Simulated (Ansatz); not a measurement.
## An O vacancy in α-quartz SiO2, 71 atoms, charge 0

Level of theory: Ansatz 0.2.0, DFT, HSE06, PAW, plane waves.

Input file:

```yaml
crystal:
  lattice:
    - [9.901639, 0.000000, 0.000000]
    - [-4.950819, 8.575071, 0.000000]
    - [0.000000, 0.000000, 10.885880]
  atoms:
    - { symbol: Si, position: [0.228182, 0.991587, 0.158280] }
    - { symbol: Si, position: [0.243644, 0.998605, 0.668135] }
    - { symbol: Si, position: [0.233416, 0.495108, 0.170752] }
    - { symbol: Si, position: [0.252164, 0.495688, 0.661726] }
    - { symbol: Si, position: [0.749258, 0.001308, 0.161638] }
    - { symbol: Si, position: [0.727282, 0.996988, 0.664066] }
    - { symbol: Si, position: [0.743919, 0.501920, 0.170846] }
    - { symbol: Si, position: [0.734422, 0.504606, 0.670842] }
    - { symbol: Si, position: [0.987714, 0.231906, 0.340145] }
    - { symbol: Si, position: [0.002230, 0.239449, 0.822860] }
    - { symbol: Si, position: [0.004226, 0.736341, 0.336789] }
    - { symbol: Si, position: [0.007360, 0.733351, 0.833371] }
    - { symbol: Si, position: [0.425601, 0.262462, 0.309085] }
    - { symbol: Si, position: [0.501656, 0.237894, 0.837291] }
    - { symbol: Si, position: [0.509256, 0.739110, 0.327922] }
    - { symbol: Si, position: [0.504119, 0.728659, 0.836122] }
    - { symbol: Si, position: [0.255681, 0.256614, 0.995755] }
    - { symbol: Si, position: [0.277294, 0.262159, 0.497856] }
    - { symbol: Si, position: [0.266544, 0.756122, 0.999284] }
    - { symbol: Si, position: [0.276412, 0.765861, 0.498191] }
    - { symbol: Si, position: [0.775079, 0.271147, 0.998323] }
    - { symbol: Si, position: [0.731104, 0.258755, 0.504630] }
    - { symbol: Si, position: [0.772774, 0.761958, 0.999490] }
    - { symbol: Si, position: [0.767531, 0.767623, 0.499238] }
    - { symbol: O, position: [0.186970, 0.113558, 0.092912] }
    - { symbol: O, position: [0.213358, 0.127827, 0.604368] }
    - { symbol: O, position: [0.203130, 0.625476, 0.106955] }
    - { symbol: O, position: [0.224738, 0.627034, 0.597313] }
    - { symbol: O, position: [0.726618, 0.138994, 0.103597] }
    - { symbol: O, position: [0.683918, 0.123632, 0.607623] }
    - { symbol: O, position: [0.714029, 0.634164, 0.109647] }
    - { symbol: O, position: [0.710106, 0.639799, 0.609500] }
    - { symbol: O, position: [0.363305, 0.083064, 0.260982] }
    - { symbol: O, position: [0.372556, 0.074550, 0.776936] }
    - { symbol: O, position: [0.374445, 0.577010, 0.269612] }
    - { symbol: O, position: [0.369133, 0.566098, 0.778621] }
    - { symbol: O, position: [0.881949, 0.068546, 0.267966] }
    - { symbol: O, position: [0.861997, 0.078366, 0.767427] }
    - { symbol: O, position: [0.871590, 0.572466, 0.280035] }
    - { symbol: O, position: [0.869070, 0.573600, 0.774984] }
    - { symbol: O, position: [0.423481, 0.291331, 0.943909] }
    - { symbol: O, position: [0.438049, 0.803333, 0.431892] }
    - { symbol: O, position: [0.431483, 0.785037, 0.945103] }
    - { symbol: O, position: [0.868795, 0.270060, 0.417434] }
    - { symbol: O, position: [0.934198, 0.305869, 0.928329] }
    - { symbol: O, position: [0.931770, 0.797459, 0.442786] }
    - { symbol: O, position: [0.936052, 0.790202, 0.942790] }
    - { symbol: O, position: [0.110300, 0.215476, 0.427225] }
    - { symbol: O, position: [0.132234, 0.206859, 0.883936] }
    - { symbol: O, position: [0.140243, 0.711519, 0.395523] }
    - { symbol: O, position: [0.139473, 0.699580, 0.888862] }
    - { symbol: O, position: [0.455590, 0.266641, 0.458284] }
    - { symbol: O, position: [0.636459, 0.212085, 0.897417] }
    - { symbol: O, position: [0.637981, 0.704805, 0.390262] }
    - { symbol: O, position: [0.640677, 0.701870, 0.892416] }
    - { symbol: O, position: [0.075408, 0.370478, 0.239880] }
    - { symbol: O, position: [0.082048, 0.362568, 0.710997] }
    - { symbol: O, position: [0.071015, 0.860219, 0.224475] }
    - { symbol: O, position: [0.080396, 0.865649, 0.727478] }
    - { symbol: O, position: [0.585752, 0.367292, 0.233661] }
    - { symbol: O, position: [0.573458, 0.372513, 0.732269] }
    - { symbol: O, position: [0.585652, 0.869717, 0.220789] }
    - { symbol: O, position: [0.571895, 0.858870, 0.727820] }
    - { symbol: O, position: [0.282081, 0.412924, 0.064287] }
    - { symbol: O, position: [0.329036, 0.429427, 0.563869] }
    - { symbol: O, position: [0.292717, 0.918032, 0.057078] }
    - { symbol: O, position: [0.305046, 0.922037, 0.566949] }
    - { symbol: O, position: [0.803628, 0.430336, 0.063641] }
    - { symbol: O, position: [0.793207, 0.428973, 0.564965] }
    - { symbol: O, position: [0.803019, 0.926954, 0.052989] }
    - { symbol: O, position: [0.787834, 0.928899, 0.554778] }
  symmetry: { detect: false }
kpoints:
  mp_grid: { grid: [1, 1, 1], shift: [0.25, 0.25, 0.25] }
hamiltonian:
  xc: hse06
scf:
  occupations: { method: fermi_dirac, width: 0.01 }
output:
  forces: true
  eigenvalues: true
  populations: true
  eigenstates: { kpoints: [[0.25, 0.25, 0.25]], e_range: [-6.0, 6.0], localisation: true }
```

Launch command:

```sh
ansatz run in.yaml --threads 8 --pin off --max-ram 118750MiB --runs-dir r --events-out ev --progress --plain --backend cuda --devices 0, --max-vram 170GiB
```

The program printed, less machine lines and repeats, with […] for rows cut from tables:

```
Pseudopotentials: kind: paw
Functional definition: HSE06
  parameter a = 0.25
  parameter omega = 0.11/bohr
  exchange = pbe_x - a*pbe_x_sr(omega) + a*exact_x_sr(omega)
  correlation = pbe_c
Crystal: 71 atoms, lattice volume = 924.290 Å³
Basis set: ecut = 420 eV, 18049 PW (Γ), exchange–correlation on 144×144×150 points (8 copies of the dense FFT grid, shifted against one another)
Bands: 260, of which v1, the nominal top of the filled ones, is band 189 counted from 1 (188 counted from 0)
Symmetry: 1 space group operations
k-points: 1
Non-local potential: Si, projectors of the file, l = 0: 2, l = 1: 2, l = 2: 2
Non-local potential: O, projectors of the file, l = 0: 2, l = 1: 2, l = 2: 1
PAW form: soft (Blöchl's): semilocal exchange-correlation on the pseudo side does not see the compensation charge
PAW frozen core: Si, regenerated for the run's functional, and the local potential with it (the file was generated under x = pbe(κ = 0.804, μ = 0.2195149727645171), c = pbe(β = 0.06672455060314922))
PAW frozen core: O, regenerated for the run's functional, and the local potential with it (the file was generated under x = pbe(κ = 0.804, μ = 0.2195149727645171), c = pbe(β = 0.06672455060314922))
PAW one-centre angular grid: Si, 110 points (default); XC on 64 Gauss nodes
PAW one-centre angular grid: O, 110 points (default); XC on 96 Gauss nodes
Initial density: superposition of atomic densities (neutral atoms: chi_scale 0, normalization atom), corrected by the library's trained network
Initial wavefunctions: pseudopotential atomic-orbital guess
Functional: x = pbe(κ = 0.804, μ = 0.2195149727645171), c = pbe(β = 0.06672455060314922), warm-up for x = pbe(κ = 0.804, μ = 0.2195149727645171) + 0.25 (exact − pbe) at short range (hse, ω = 0.20786987370883472 Å⁻¹), c = pbe(β = 0.06672455060314922); HSE06 as pw.x's `hse` composes it (authors' and Libxc's form: `xc: wpbeh`)
SCF iter   1: F=—  HF=-42003.132785 eV  |F-HF|=—  |Δ(HF+E_count)|=         —  Δρ=4.04e-3  dr2=3.40e-1  ethr=1.77e-3  ⟨swp⟩=13.0  Hψ=1533  notcnv=0
preconditioner: auto → none  [insulator: Δε(μ)=0.995 eV  Ē_g=16.552 eV  σ=0.010 eV  W_gap=1.00  n_scr=212 (ndim 8)  ℏωp=23.7 eV  f_vac=0.116  D(μ)=0.00/eV (n_scr^D=0)]
SCF iter   2: F=—  HF=-42003.355008 eV  |F-HF|=—  |Δ(HF+E_count)|=   2.22e-1  Δρ=1.07e-2  dr2=3.63e0  ethr=8.98e-5  ⟨swp⟩=8.0  Hψ=862  notcnv=0  defer=12
SCF iter   3: F=—  HF=-42003.130567 eV  |F-HF|=—  |Δ(HF+E_count)|=   2.24e-1  Δρ=4.31e-3  dr2=5.08e-1  ethr=8.98e-5  ⟨swp⟩=13.0  Hψ=742  notcnv=0  defer=4
SCF iter   4: F=—  HF=-42003.088855 eV  |F-HF|=—  |Δ(HF+E_count)|=   4.17e-2  Δρ=1.50e-3  dr2=5.04e-2  ethr=8.98e-5  ⟨swp⟩=6.0  Hψ=542  notcnv=0  defer=1
iter 5 solved again at ethr=3.70e-7 eV; its pass at ethr=1.33e-5 eV (dr2=1.40e-3 eV) is discarded
SCF iter   5: F=—  HF=-42003.086635 eV  |F-HF|=—  |Δ(HF+E_count)|=   2.22e-3  Δρ=4.34e-4  dr2=1.39e-3  ethr=3.70e-7  ⟨swp⟩=6.0  Hψ=1258  notcnv=0  defer=10
SCF iter   6: F=—  HF=-42003.086570 eV  |F-HF|=—  |Δ(HF+E_count)|=   6.48e-5  Δρ=1.68e-4  dr2=5.19e-4  ethr=3.68e-7  ⟨swp⟩=8.0  Hψ=577  notcnv=0  defer=6
SCF iter   7: F=-42003.086555 eV  HF=-42003.086561 eV  |F-HF|=5.98e-6  |Δ(HF+E_count)|=   9.42e-6  Δρ=5.80e-5  dr2=2.21e-5  ethr=1.37e-7  ⟨swp⟩=5.0  Hψ=476  notcnv=0  defer=6
SCF 1 stopped early in 7 iterations: F = -42003.086555 eV  dr2 = 2.21e-5
  greatest PAW one-centre occupation: 0.876 electrons in one spin orbital (limit 2), on the O atom at site 51 (counted from 0), in its partial waves of l = 0
Initial density: handed on by an earlier stage of this run
Initial wavefunctions: those handed on with the density
Functional: x = pbe(κ = 0.804, μ = 0.2195149727645171) + 0.25 (exact − pbe) at short range (hse, ω = 0.20786987370883472 Å⁻¹), c = pbe(β = 0.06672455060314922); HSE06 as pw.x's `hse` composes it (authors' and Libxc's form: `xc: wpbeh`)
Exchange kernel: α = 0.2500, screened, ω = 0.2079 Å⁻¹, Wigner–Seitz truncation, v(0) = 895.0449 eV·Å³, q-mesh 1×1×1, nearest image of the exchange supercell L = 9.90 Å, pair-density grid 45×45×54, without the augmentation charges, whose exchange is taken in its separable form (sized by the pseudopotential files, 60×60×75 at the most)
Frozen-core exchange: fock
SCF iter   1: F=—  HF=-42010.698376 eV  |F-HF|=—  |Δ(HF+E_count)|=         —  Δρ=7.31e-3  dr2=5.26e-1  ethr=5.84e-8  ⟨swp⟩=19.0  Hψ=1829  notcnv=0
preconditioner: auto → none  [insulator: Δε(μ)=1.464 eV  Ē_g=19.067 eV  σ=0.010 eV  W_gap=1.00  n_scr=212 (ndim 8)  ℏωp=23.7 eV  f_vac=0.115  D(μ)=0.00/eV (n_scr^D=0)]
SCF iter   2: F=—  HF=-42010.567858 eV  |F-HF|=—  |Δ(HF+E_count)|=   1.31e-1  Δρ=4.02e-3  dr2=1.01e-1  ethr=5.84e-8  ⟨swp⟩=6.0  Hψ=1265  notcnv=0
SCF iter   3: F=—  HF=-42010.688432 eV  |F-HF|=—  |Δ(HF+E_count)|=   1.21e-1  Δρ=2.53e-3  dr2=1.23e-1  ethr=5.84e-8  ⟨swp⟩=7.0  Hψ=1257  notcnv=0
SCF iter   4: F=—  HF=-42010.670037 eV  |F-HF|=—  |Δ(HF+E_count)|=   1.84e-2  Δρ=5.83e-4  dr2=6.63e-3  ethr=5.84e-8  ⟨swp⟩=5.0  Hψ=1061  notcnv=0
SCF iter   5: F=—  HF=-42010.669336 eV  |F-HF|=—  |Δ(HF+E_count)|=   7.01e-4  Δρ=3.12e-4  dr2=1.63e-3  ethr=5.84e-8  ⟨swp⟩=5.0  Hψ=716  notcnv=0
SCF iter   6: F=—  HF=-42010.669188 eV  |F-HF|=—  |Δ(HF+E_count)|=   1.48e-4  Δρ=8.65e-5  dr2=2.12e-3  ethr=5.84e-8  ⟨swp⟩=5.0  Hψ=557  notcnv=0
SCF iter   7: F=—  HF=-42010.674044 eV  |F-HF|=—  |Δ(HF+E_count)|=   4.86e-3  Δρ=7.16e-4  dr2=1.74e-2  ethr=3.34e-8  ⟨swp⟩=7.0  Hψ=967  notcnv=0
SCF iter   8: F=—  HF=-42010.674535 eV  |F-HF|=—  |Δ(HF+E_count)|=   4.91e-4  Δρ=1.03e-3  dr2=3.14e-2  ethr=3.34e-8  ⟨swp⟩=7.0  Hψ=701  notcnv=0  defer=3
SCF iter   9: F=—  HF=-42010.666346 eV  |F-HF|=—  |Δ(HF+E_count)|=   8.19e-3  Δρ=3.21e-4  dr2=5.80e-3  ethr=3.34e-8  ⟨swp⟩=6.0  Hψ=990  notcnv=0
SCF iter  10: F=—  HF=-42010.671118 eV  |F-HF|=—  |Δ(HF+E_count)|=   4.77e-3  Δρ=1.28e-4  dr2=1.15e-3  ethr=3.34e-8  ⟨swp⟩=7.0  Hψ=642  notcnv=0
SCF iter  11: F=-42010.672413 eV  HF=-42010.672449 eV  |F-HF|=3.63e-5  |Δ(HF+E_count)|=   1.33e-3  Δρ=6.26e-5  dr2=4.08e-5  ethr=3.34e-8  ⟨swp⟩=8.0  Hψ=662  notcnv=0  defer=1
SCF 2 stopped early in 11 iterations: F = -42010.672413 eV  dr2 = 4.08e-5
  Residual-converged pass: ⟨swp⟩=4.0  Hψ=757  notcnv=0  max |occ|·‖R‖ = 3.4e-6 eV (tolerance 6.7e-6 eV)  dr2=4.14e-5  dr2_onsite=1.70e-6  max |Δocc| = 0.0e0
  greatest PAW one-centre occupation: 0.879 electrons in one spin orbital (limit 2), on the O atom at site 51 (counted from 0), in its partial waves of l = 0
hybrid outer 1: dexx = +1.370e-1 eV, tail = 1.98e-4 eV
SCF iter   1: F=—  HF=-42010.670931 eV  |F-HF|=—  |Δ(HF+E_count)|=         —  Δρ=3.06e-5  dr2=5.33e-6  ethr=2.62e-7  ⟨swp⟩=15.0  Hψ=661  notcnv=0
preconditioner: auto → none  [insulator: Δε(μ)=1.385 eV  Ē_g=19.040 eV  σ=0.010 eV  W_gap=1.00  n_scr=212 (ndim 8)  ℏωp=23.7 eV  f_vac=0.125  D(μ)=0.00/eV (n_scr^D=0)]
SCF iter   2: F=—  HF=-42010.670936 eV  |F-HF|=—  |Δ(HF+E_count)|=   4.89e-6  Δρ=1.94e-5  dr2=2.40e-6  ethr=1.17e-9  ⟨swp⟩=7.0  Hψ=712  notcnv=0  defer=3
SCF iter   3: F=—  HF=-42010.670936 eV  |F-HF|=—  |Δ(HF+E_count)|=   1.50e-7  Δρ=9.13e-6  dr2=2.94e-7  ethr=5.95e-10  ⟨swp⟩=5.0  Hψ=487  notcnv=0  defer=4
SCF iter   4: F=—  HF=-42010.670936 eV  |F-HF|=—  |Δ(HF+E_count)|=   1.88e-7  Δρ=5.75e-6  dr2=6.46e-7  ethr=7.41e-11  ⟨swp⟩=7.0  Hψ=811  notcnv=0  defer=4
SCF iter   5: F=—  HF=-42010.670936 eV  |F-HF|=—  |Δ(HF+E_count)|=   6.68e-8  Δρ=2.62e-6  dr2=4.24e-8  ethr=7.41e-11  ⟨swp⟩=5.0  Hψ=477  notcnv=0  defer=6
SCF iter   6: F=-42010.670936 eV  HF=-42010.670936 eV  |F-HF|=6.04e-9  |Δ(HF+E_count)|=   1.81e-9  Δρ=1.00e-6  dr2=9.39e-9  ethr=1.08e-11  ⟨swp⟩=9.0  Hψ=664  notcnv=0  defer=4
SCF 3 converged in 6 iterations: F = -42010.670936 eV  dr2 = 9.39e-9
  Residual-converged pass: ⟨swp⟩=3.0  Hψ=450  notcnv=0  max |occ|·‖R‖ = 1.9e-6 eV (tolerance 2.5e-6 eV)  dr2=9.45e-9  dr2_onsite=2.39e-10  max |Δocc| = 0.0e0
hybrid outer 2: dexx = +3.549e-6 eV, tail = 3.75e-8 eV, Δε = 3.00e-3 eV (about 4.98e-5 eV left of the loop's levels), ΔF = 4.26e-3 eV/Å (tail 4.75e-4)
NSCF: frozen V_eff on 1 k-points
hybrid SCF converged: 2 outer / 17 inner (+7 warm-up), last move |dexx| = 3.55e-6 eV, tail = 3.75e-8 eV
Stability not checked: this state was not tested for a lower state beside it, because the functional holds exact exchange (a hybrid, or Hartree-Fock), whose exchange loop this test does not read (fock_operator; see scf.lower_state_search)
Free energy (F): -42010.670936 eV
Harris-Foulkes:  -42010.670936 eV  (|F-HF|=6.04e-9)
Internal energy: -42010.670936 eV  (E = F + TS)
E sigma→0 (E₀):  -42010.670936 eV
Fermi energy:    5.270423 eV
--- Per-component energies (eV) ---
  E_band       = -2364.399014
  E_kinetic    = 9511.761645
  E_local      = -23653.943549  (includes V_loc(G=0)·N_el)
  E_nonlocal   = 2765.164343
  E_hartree    = 8558.859383
  E_xc         = -3880.163291
  E_vxc        = -4461.993305  (∫ρ·V_xc dr)
  E_exx        = -1082.195951  (= α·E_x^exact, valence–valence)
  E_paw        = -19659.473243  (= ΣΔE_a)
  E_vpaw       = -1478.834272  (= ΣTr[D̂ρ^β])
  E_aug_tail   = 0.120626  (compensation charges beyond the density's cutoff)
  E_ewald      = -14568.129097
  E_core_change = -2.671806  (= ΣΔE_core)
  E_smearing   = -0.000000  (= −TS)
  E_closure    = 0.000004  (closes the sum)
  Σ components = -42010.670936   (vs F -42010.670936, Δ=0.00e0)
--- Forces (eV/Å), atoms counted from 1 ---
  atom   1  Si     0.01885707     0.01824740     0.04849005
  atom   2  Si    -0.03364505     0.02810941    -0.02494370
  atom   3  Si     0.00835389     0.01679824     0.00066542
  atom   4  Si    -0.00672249     0.00515599     0.00170659
  atom   5  Si    -0.01012566    -0.01361605    -0.02815082
  atom   6  Si     0.05423906    -0.05898194     0.05521037
  atom   7  Si    -0.02553614    -0.09998182     0.05301210
  atom   8  Si    -0.04019128     0.03480376     0.06832281
  atom   9  Si     0.17308771    -0.03562824    -0.04031656
  atom  10  Si     0.03694161    -0.01701044     0.00286751
  atom  11  Si     0.02047308    -0.01751273    -0.04467326
  atom  12  Si     0.00353466    -0.00257676     0.00829601
  atom  13  Si     0.24106543    -0.04761203     0.09593140
  atom  14  Si    -0.01001973    -0.03063106     0.02616347
  atom  15  Si    -0.01514454    -0.05873760    -0.02735854
  atom  16  Si    -0.00530316    -0.02903270     0.01299966
  atom  17  Si    -0.00647738    -0.00083518     0.01698780
  atom  18  Si    -0.07973554     0.02314002     0.06663032
  atom  19  Si     0.00645995     0.03200562     0.02797447
  atom  20  Si    -0.01359807     0.02373636     0.00426161
  atom  21  Si    -0.01191974     0.02177111     0.02048832
  atom  22  Si     0.49129672     0.20207833     0.35932539
  atom  23  Si     0.01022859     0.03412552     0.00962654
  atom  24  Si     0.00373716     0.01097410    -0.01201719
  atom  25  O      0.25043078     0.07459719    -0.10898222
  atom  26  O      0.23396317    -0.03082665    -0.06943461
  atom  27  O      0.21975177     0.00737972    -0.12078473
  atom  28  O      0.17629083     0.02091793    -0.09532029
  atom  29  O      0.18232835     0.00217917    -0.11389148
  atom  30  O      0.08886535     0.15452501    -0.29255540
  atom  31  O      0.20542069     0.01733201    -0.13286717
  atom  32  O      0.22017819    -0.01962275    -0.11896193
  atom  33  O     -0.23538368     0.08174108    -0.19026749
  atom  34  O     -0.10563694     0.19315239    -0.11675118
  atom  35  O     -0.13792206     0.21047407    -0.10910851
  atom  36  O     -0.07984939     0.19770121    -0.14923048
  atom  37  O     -0.20591703     0.20966028    -0.07635727
  atom  38  O     -0.11654521     0.14373158    -0.13903189
  atom  39  O     -0.10098725     0.21003517    -0.11378553
  atom  40  O     -0.11904616     0.16545981    -0.13480119
  atom  41  O     -0.09415508    -0.19071845    -0.14303369
  atom  42  O     -0.07401653    -0.20073286    -0.08612735
  atom  43  O     -0.09701972    -0.18200724    -0.14810627
  atom  44  O     -0.29059163    -0.14421812     0.10163476
  atom  45  O     -0.08573447    -0.21611918    -0.09394917
  atom  46  O     -0.10461773    -0.19945266    -0.11275230
  atom  47  O     -0.10627592    -0.19225804    -0.14255007
  atom  48  O     -0.14179257     0.12323687    -0.05140658
  atom  49  O     -0.11841002     0.18392766     0.12201357
  atom  50  O     -0.08504030     0.16963711     0.11197643
  atom  51  O     -0.11827250     0.19358800     0.12266958
  atom  52  O     -0.06058076    -0.06080460    -0.18797391
  atom  53  O     -0.07447129     0.17983040     0.09462711
  atom  54  O     -0.09462173     0.21993496     0.12812601
  atom  55  O     -0.10411542     0.18496821     0.12380227
  atom  56  O      0.15850829    -0.04138081     0.09891151
  atom  57  O      0.18854430     0.00475799     0.15455943
  atom  58  O      0.20331530    -0.00649571     0.14087554
  atom  59  O      0.20509542    -0.02962605     0.13109190
  atom  60  O      0.01930016     0.11465513    -0.01197545
  atom  61  O      0.25096279    -0.00177258     0.09114810
  atom  62  O      0.20900253     0.00702007     0.13066650
  atom  63  O      0.20481508     0.03185017     0.09410505
  atom  64  O     -0.09926617    -0.15993173     0.09491935
  atom  65  O     -0.20155706    -0.18621655     0.08541448
  atom  66  O     -0.12110207    -0.18900857     0.09249658
  atom  67  O     -0.12187960    -0.18482371     0.08029181
  atom  68  O     -0.11319724    -0.18062716     0.08376187
  atom  69  O     -0.18766807    -0.36041657    -0.00900306
  atom  70  O     -0.11209148    -0.19510436     0.13851396
  atom  71  O     -0.11894608    -0.16892184     0.14584328
  max |Σ_I F_I| component: 8.20e-5 eV/Å
--- Band table (eV) ---
  k-point 0: bands = ["-19.7613", "-19.6115", "-19.5769", "-19.5346", "-19.4471", "-19.3553", "-19.3308", "-19.2480", "-19.1161", "-19.0664", "-19.0263", "-18.8985", "-18.8294", "-18.7783", "-18.7229", "-18.5882", "-18.4902", "-18.3524", "-18.3134", "-18.2575", "-18.1936", "-18.1651", "-18.1164", "-17.9622", "-17.9091", "-17.8401", "-17.8222", "-17.7992", "-17.7943", "-17.7746", "-17.7669", "-17.7 …
--- Löwdin populations: 71 sites ---
  site symbol       q [e]
     0     Si      2.1619
     1     Si      2.1501
     2     Si      2.1530
     3     Si      2.1511
     4     Si      2.1458
     5     Si      2.1486
     6     Si      2.1534
     7     Si      2.1477
     8     Si      2.1569
     9     Si      2.1440
    10     Si      2.1454
    11     Si      2.1470
    12     Si      2.6353
    13     Si      2.1474
    14     Si      2.1503
    15     Si      2.1455
    16     Si      2.1551
    17     Si      2.3396
    18     Si      2.1458
    19     Si      2.1453
    20     Si      2.1433
    21     Si      2.4642
    22     Si      2.1461
    23     Si      2.1450
    24      O      6.8159
    25      O      6.8142
    26      O      6.8175
    27      O      6.8213
    28      O      6.8180
    29      O      6.7923
    30      O      6.8195
    31      O      6.8148
    32      O      6.7970
    33      O      6.8189
    34      O      6.8174
    35      O      6.8184
    36      O      6.8179
    37      O      6.8174
    38      O      6.8161
    39      O      6.8175
    40      O      6.8183
    41      O      6.8207
    42      O      6.8164
    43      O      6.7913
    44      O      6.8167
    45      O      6.8143
    46      O      6.8177
    47      O      6.8046
    48      O      6.8167
    49      O      6.8194
    50      O      6.8164
    51      O      6.7413
    52      O      6.8194
    53      O      6.8180
    54      O      6.8172
    55      O      6.8178
    56      O      6.8177
    57      O      6.8191
    58      O      6.8187
    59      O      6.7968
    60      O      6.8141
    61      O      6.8177
    62      O      6.8181
    63      O      6.8193
    64      O      6.8110
    65      O      6.8156
    66      O      6.8173
    67      O      6.8180
    68      O      6.7885
    69      O      6.8174
    70      O      6.8141
  spilling = 0.013831 (of n_electrons = 378.000000)
```

Absolute energies hang on the potentials; compare differences alone.

Time: 11 s of wall time on one NVIDIA GB200 with 8 processor threads, on a host shared with other runs; peak host memory 3 GiB.
